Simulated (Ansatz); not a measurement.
# Al2O3 (Corundum) (R-3c) in Ansatz: further runs, part 2 of 2

Ansatz 0.2.0. Earlier steps stand in the parts before.

## Step 3: Relaxation of cell and atoms, PBE+D3(BJ)

File input.yaml:

```yaml
crystal:
  lattice:
    - [2.38025, 1.3742379782, 4.3318666667]
    - [-2.38025, 1.3742379782, 4.3318666667]
    - [0.0, -2.7484759565, 4.3318666667]
  atoms:
    - { symbol: Al, position: [0.85216, 0.85216, 0.85216] }
    - { symbol: Al, position: [0.64784, 0.64784, 0.64784] }
    - { symbol: Al, position: [0.14784, 0.14784, 0.14784] }
    - { symbol: Al, position: [0.35216, 0.35216, 0.35216] }
    - { symbol: O, position: [0.05668, 0.75, 0.44332] }
    - { symbol: O, position: [0.75, 0.44332, 0.05668] }
    - { symbol: O, position: [0.44332, 0.05668, 0.75] }
    - { symbol: O, position: [0.94332, 0.25, 0.55668] }
    - { symbol: O, position: [0.25, 0.55668, 0.94332] }
    - { symbol: O, position: [0.55668, 0.94332, 0.25] }
hamiltonian:
  xc: pbe
  pseudopotentials: { kind: paw }
  dispersion: d3bj
kpoints:
  mp_grid: { grid: [7, 7, 7] }
scf:
  occupations: { method: fermi_dirac, width: 0.05 }
output:
  forces: true
  stress: true
relax:
  f_tol: 0.01
  max_steps: 40
  cell: { stress_tol: 0.05 }
```

Potentials or basis: Ansatz PAW.

On the command line:

```sh
$ ansatz run input.yaml --threads 4 --pin off --max-ram 11264MiB --backend cpu --events-out ev --progress --plain --runs-dir out
```

Log:

```text
Warning: RAYON_NUM_THREADS=4 ignored (pool sized by the plan → 4); use --threads N
Engine: ansatz 0.2.0, x86_64-unknown-linux-gnu
Pseudopotentials: kind: paw
Pseudopotential: Al, paw, valence charge 3, recommended cutoff 420 eV (normal), Al.paw.azcp
Pseudopotential: O, paw, valence charge 6, recommended cutoff 420 eV (normal), O.paw.azcp
Functional definition: PBE
  parameter kappa = 0.804
  parameter beta = 0.06672455060314922
  exchange = pbe_x(kappa = kappa, mu = beta*pi^2/3)
  correlation = pbe_c(beta = beta)
Crystal: 10 atoms, lattice volume = 85.018 Å³
Basis set: ecut = 420 eV, 1653 PW (Γ), exchange–correlation on 72×72×72 points (8 copies of the dense FFT grid, shifted against one another)
Bands: 34, of which v1, the nominal top of the filled ones, is band 24 counted from 1 (23 counted from 0)
Symmetry: 12 space group operations
Space group: R-3c (ITA 167), of the structure as read, at distance tolerance 4.4e-5 Å
k-points: 44 of 343
Non-local potential: Al, projectors of the file, l = 0: 2, l = 1: 2, l = 2: 1
Non-local potential: O, projectors of the file, l = 0: 2, l = 1: 2, l = 2: 1
PAW form: soft (Blöchl's): semilocal exchange-correlation on the pseudo side does not see the compensation charge
PAW one-centre angular grid: Al, 110 points (default); XC on 64 Gauss nodes
PAW one-centre angular grid: O, 110 points (default); XC on 64 Gauss nodes
Initial density: superposition of atomic densities (neutral atoms: chi_scale 0, normalization atom), corrected by the library's trained network
Initial wavefunctions: pseudopotential atomic-orbital guess
Functional: x = pbe(κ = 0.804, μ = 0.2195149727645171), c = pbe(β = 0.06672455060314922)
SCF iter   1: F=—  HF=-5571.916545 eV  |F-HF|=—  |Δ(HF+E_count)|=         —  Δρ=1.70e-3  dr2=1.19e-3  ethr=1.77e-3  ⟨swp⟩=7.4  Hψ=7962  notcnv=0  defer=23
preconditioner: auto → Resta (q_TF=auto, 2.480 Å⁻¹)  ε∞=3.5  [insulator: Δε(μ)=6.209 eV  Ē_g=17.588 eV  σ=0.050 eV  W_gap=1.00  n_scr=20 (ndim 8)  ℏωp=27.9 eV  f_vac=0.000  D(μ)=0.00/eV (n_scr^D=0)  ε∞_Penn≈3.5]
SCF iter   2: F=—  HF=-5571.917849 eV  |F-HF|=—  |Δ(HF+E_count)|=   1.30e-3  Δρ=8.72e-4  dr2=2.50e-4  ethr=2.48e-6  ⟨swp⟩=2.0  Hψ=2934  notcnv=0  defer=80
SCF iter   3: F=—  HF=-5571.918441 eV  |F-HF|=—  |Δ(HF+E_count)|=   5.93e-4  Δρ=2.68e-4  dr2=3.21e-5  ethr=5.21e-7  ⟨swp⟩=2.1  Hψ=2165  notcnv=0  defer=80
SCF iter   4: F=—  HF=-5571.918526 eV  |F-HF|=—  |Δ(HF+E_count)|=   8.52e-5  Δρ=4.92e-5  dr2=1.05e-6  ethr=6.69e-8  ⟨swp⟩=2.0  Hψ=2164  notcnv=0  defer=80
iter 5 did not close the SCF: its close was put off for the readings that it lacked (scf_convergence_deferred on its scf_iter line)
SCF iter   5: F=-5571.918527 eV  HF=-5571.918527 eV  |F-HF|=7.29e-10  |Δ(HF+E_count)|=   1.14e-6  Δρ=8.58e-6  dr2=2.63e-8  ethr=2.19e-9  ⟨swp⟩=2.0  Hψ=2328  notcnv=0  defer=80
SCF iter   6: F=-5571.918527 eV  HF=-5571.918527 eV  |F-HF|=1.28e-9  |Δ(HF+E_count)|=   3.78e-9  Δρ=2.35e-6  dr2=2.56e-9  ethr=5.49e-11  ⟨swp⟩=1.9  Hψ=4709  notcnv=0
SCF 1 converged in 6 iterations: F = -5571.918527 eV  dr2 = 2.56e-9
relax step   1: F+E_penalty+E_count = -5571.91852743 eV  Δ(F+E_penalty+E_count) = +0.000e0 eV  max|allowed force component| = 3.071e-2 eV/Å  Δτ_max = 0.0000 Å  P = +2.774 GPa  Ω = 85.018 Å³  (6 SCF iters, dr2 threshold 1.00e-7 eV, accepted)
Crystal: 10 atoms, lattice volume = 85.423 Å³
Initial density: handed on by an earlier stage of this run
Initial wavefunctions: those handed on with the density
iter 1 solved again at ethr=1.65e-6 eV; its pass at ethr=3.10e-3 eV (dr2=7.91e-4 eV) is discarded
SCF iter   1: F=—  HF=-5571.922056 eV  |F-HF|=—  |Δ(HF+E_count)|=         —  Δρ=1.06e-3  dr2=7.93e-4  ethr=1.65e-6  ⟨swp⟩=2.5  Hψ=6223  notcnv=0
preconditioner: auto → Resta (q_TF=auto, 2.478 Å⁻¹)  ε∞=3.5  [insulator: Δε(μ)=6.150 eV  Ē_g=17.532 eV  σ=0.050 eV  W_gap=1.00  n_scr=20 (ndim 8)  ℏωp=27.8 eV  f_vac=0.000  D(μ)=0.00/eV (n_scr^D=0)  ε∞_Penn≈3.5]
SCF iter   2: F=—  HF=-5571.921845 eV  |F-HF|=—  |Δ(HF+E_count)|=   2.11e-4  Δρ=2.50e-4  dr2=3.55e-5  ethr=1.65e-6  ⟨swp⟩=2.0  Hψ=2280  notcnv=0
SCF iter   3: F=—  HF=-5571.921840 eV  |F-HF|=—  |Δ(HF+E_count)|=   5.17e-6  Δρ=1.32e-4  dr2=1.17e-5  ethr=7.39e-8  ⟨swp⟩=1.0  Hψ=1496  notcnv=0
[... 33 lines left out ...]
relax step   5: F+E_penalty+E_count = -5571.92691922 eV  Δ(F+E_penalty+E_count) = +2.272e-4 eV  max|allowed force component| = 1.437e-3 eV/Å  Δτ_max = 0.0001 Å  P = +0.003 GPa  Ω = 85.984 Å³  energy of the carried Pulay correction = -2.507e-4 eV  (4 SCF iters, dr2 threshold 6.54e-8 eV, accepted)
iter 1 solved again at ethr=2.14e-8 eV; its pass at ethr=3.10e-3 eV (dr2=1.03e-5 eV) is discarded
SCF iter   1: F=—  HF=-5571.927240 eV  |F-HF|=—  |Δ(HF+E_count)|=         —  Δρ=3.15e-5  dr2=2.77e-8  ethr=2.14e-8  ⟨swp⟩=3.4  Hψ=12358  notcnv=0
preconditioner: auto → Resta (q_TF=auto, 2.476 Å⁻¹)  ε∞=3.5  [insulator: Δε(μ)=6.075 eV  Ē_g=17.458 eV  σ=0.050 eV  W_gap=1.00  n_scr=20 (ndim 8)  ℏωp=27.7 eV  f_vac=0.000  D(μ)=0.00/eV (n_scr^D=0)  ε∞_Penn≈3.5]
SCF iter   2: F=—  HF=-5571.927279 eV  |F-HF|=—  |Δ(HF+E_count)|=   3.95e-5  Δρ=1.58e-5  dr2=7.65e-9  ethr=5.77e-11  ⟨swp⟩=2.0  Hψ=2552  notcnv=0
SCF iter   3: F=—  HF=-5571.927281 eV  |F-HF|=—  |Δ(HF+E_count)|=   1.53e-6  Δρ=1.53e-6  dr2=4.43e-10  ethr=1.59e-11  ⟨swp⟩=2.9  Hψ=2625  notcnv=0
SCF iter   4: F=-5571.927281 eV  HF=-5571.927281 eV  |F-HF|=5.26e-10  |Δ(HF+E_count)|=   8.97e-9  Δρ=3.63e-7  dr2=5.97e-11  ethr=1.00e-12  ⟨swp⟩=4.0  Hψ=4663  notcnv=0
SCF 6 converged in 4 iterations: F = -5571.927281 eV  dr2 = 5.97e-11
relax step   6: F+E_penalty+E_count = -5571.92728069 eV  Δ(F+E_penalty+E_count) = -3.615e-4 eV  max|allowed force component| = 1.465e-3 eV/Å  Δτ_max = 0.0000 Å  P = +0.006 GPa  Ω = 85.984 Å³  stress off target by 1.15e-2 GPa  SCF on the basis re-selected at this cell (its energy is not comparable with the rows above)  (4 SCF iters)
basis re-selected at this cell: Δ(F+E_penalty+E_count) = -3.615e-4 eV, ΔP = +0.003 GPa vs the last step (what re-selecting the basis moved, of the pressure what is left beyond the Pulay correction that the steps carried, after the strain that the cell walked since its last selection, with what the two solves' SCF thresholds leave and, on support functions, any second-order correction that the steps lacked; it is no measure of the basis error at this ecutwfc). This SCF's stress stands 1.15e-2 GPa from its target on what of the cell is left free (relax.cell.stress_tol is 5.00e-2 GPa) and its largest allowed force component is 1.47e-3 eV/Å (relax.f_tol is 1.00e-2 eV/Å): within both
SCF converged after 4 iterations
Free energy (F): -5571.927281 eV
Harris-Foulkes:  -5571.927281 eV  (|F-HF|=5.26e-10)
Internal energy: -5571.927281 eV  (E = F + TS)
E sigma→0 (E₀):  -5571.927281 eV
Fermi energy:    10.717157 eV
--- Per-component energies (eV) ---
  E_band       = 61.629939
  E_kinetic    = 1182.316956
  E_local      = -1990.366830  (includes V_loc(G=0)·N_el)
  E_nonlocal   = 324.110078
  E_hartree    = 737.829789
  E_xc         = -613.331169
  E_vxc        = -696.750403  (∫ρ·V_xc dr)
  E_paw        = -2821.714203  (= ΣΔE_a)
  E_vpaw       = -233.354842  (= ΣTr[D̂ρ^β])
  E_aug_tail   = 0.015208  (compensation charges beyond the density's cutoff)
  E_ewald      = -2388.446473
  E_disp       = -2.340636  (pairwise vdW)
  E_smearing   = -0.000000  (= −TS)
  E_closure    = -0.000000  (closes the sum)
  Σ components = -5571.927281   (vs F -5571.927281, Δ=0.00e0)
--- Forces (eV/Å), atoms counted from 1 ---
  atom   1  Al    -0.00000000     0.00000000    -0.00146517
  atom   2  Al    -0.00000000    -0.00000000     0.00146517
  atom   3  Al     0.00000000    -0.00000000     0.00146517
  atom   4  Al     0.00000000     0.00000000    -0.00146517
  atom   5  O     -0.00052246    -0.00090493    -0.00000000
  atom   6  O     -0.00052246     0.00090493     0.00000000
  atom   7  O      0.00104492     0.00000000     0.00000000
  atom   8  O      0.00052246     0.00090493     0.00000000
  atom   9  O      0.00052246    -0.00090493    -0.00000000
  atom  10  O     -0.00104492     0.00000000    -0.00000000
  max |Σ_I F_I| component: 1.10e-17 eV/Å
--- Stress (GPa, compression-positive) ---
        0.002687       0.000000       0.000000
        0.000000       0.002687      -0.000000
        0.000000      -0.000000       0.011513
  P = ⅓ Tr σ = 0.0056 GPa (0.056 kbar)
--- Relaxed structure (4 steps of the walk, 4 accepted, 2 SCFs on fresh bases) ---
  F+E_penalty+E_count = -5571.92728069 eV   max|allowed force component| = 1.465e-3 eV/Å   (the final SCF, on the basis selected at the relaxed cell)
  cell:  # Å, volume = 85.9842 Å³
    - [2.3898858930963804, 1.3798012636949641, 4.345837639656686]
    - [-2.3898858930963804, 1.3798012636949641, 4.345837639656686]
    - [-2.0827094508196248e-35, -2.7596025274400895, 4.345837639640759]
  atoms:
    - { symbol: Al, position: [0.8521073905412616, 0.8521073905412616, 0.8521073905412617] }
    - { symbol: Al, position: [0.6478926094587387, 0.6478926094587387, 0.6478926094587387] }
    - { symbol: Al, position: [0.14789260945873847, 0.14789260945873847, 0.14789260945873847] }
    - { symbol: Al, position: [0.35210739054126167, 0.35210739054126167, 0.3521073905412617] }
    - { symbol: O, position: [0.05641168983996331, 0.7500000000000002, 0.44358831016003686] }
    - { symbol: O, position: [0.7499999999999999, 0.44358831016003664, 0.0564116898399632] }
    - { symbol: O, position: [0.44358831016003675, 0.05641168983996331, 0.7500000000000002] }
    - { symbol: O, position: [0.9435883101600369, 0.24999999999999994, 0.5564116898399633] }
    - { symbol: O, position: [0.2500000000000001, 0.5564116898399634, 0.9435883101600371] }
    - { symbol: O, position: [0.5564116898399634, 0.9435883101600369, 0.25] }
```

Run time: 12 s. Hardware: 4 threads of Intel Xeon at 2.70GHz, shared host; peak memory 0.48 GiB.

Results:

```yaml
Free_energy: -5571.9273 eV
Relaxed_volume: 8.60 Å³/atom
Relaxed_cell: a = 5.148 Å, b = 5.148 Å, c = 5.148 Å, α = 55.32°, β = 55.32°, γ = 55.32°
Space_group_after_relaxing_to_0.05_Å: R-3c (No. 167)
Energy_gained_by_relaxing: 0.9 meV/atom
Ionic_steps: 6
Pressure_after_relaxing: 0.0 GPa
Band_gap_on_the_k_mesh: 6.07 eV
```

The path:
```csv
step,energy change (eV),largest force (eV/Å),volume (Å³)
1,0.0000,0.0307,85.02
2,-0.0033,0.0207,85.42
3,-0.0031,0.0038,85.94
4,-0.0086,0.0041,85.94
5,-0.0084,0.0014,85.98
6,-0.0088,0.0015,85.98
```

Final structure:
```cif
data_structure
_symmetry_space_group_name_H-M 'P 1'
_symmetry_Int_Tables_number 1
_cell_length_a 5.1480
_cell_length_b 5.1480
_cell_length_c 5.1480
_cell_angle_alpha 55.322
_cell_angle_beta 55.322
_cell_angle_gamma 55.322
_cell_volume 85.98
loop_
_atom_site_label
_atom_site_type_symbol
_atom_site_fract_x
_atom_site_fract_y
_atom_site_fract_z
_atom_site_occupancy
Al1 Al 0.85211 0.85211 0.85211 1
Al2 Al 0.64789 0.64789 0.64789 1
Al3 Al 0.14789 0.14789 0.14789 1
Al4 Al 0.35211 0.35211 0.35211 1
O1 O 0.05641 0.75000 0.44359 1
O2 O 0.75000 0.44359 0.05641 1
O3 O 0.44359 0.05641 0.75000 1
O4 O 0.94359 0.25000 0.55641 1
O5 O 0.25000 0.55641 0.94359 1
O6 O 0.55641 0.94359 0.25000 1
```

Caveat: odd divisions of the mesh miss points on the zone boundary, where band edges often lie, so the gap on the mesh can be too wide; the plane-wave basis is chosen anew once the cell has moved, so the energies of steps on either side of that aren't comparable; the pressure holds a Pulay correction of +0.9 GPa for the finite cutoff. A hybrid or GW would open this gap; PBE tends to underestimate it.
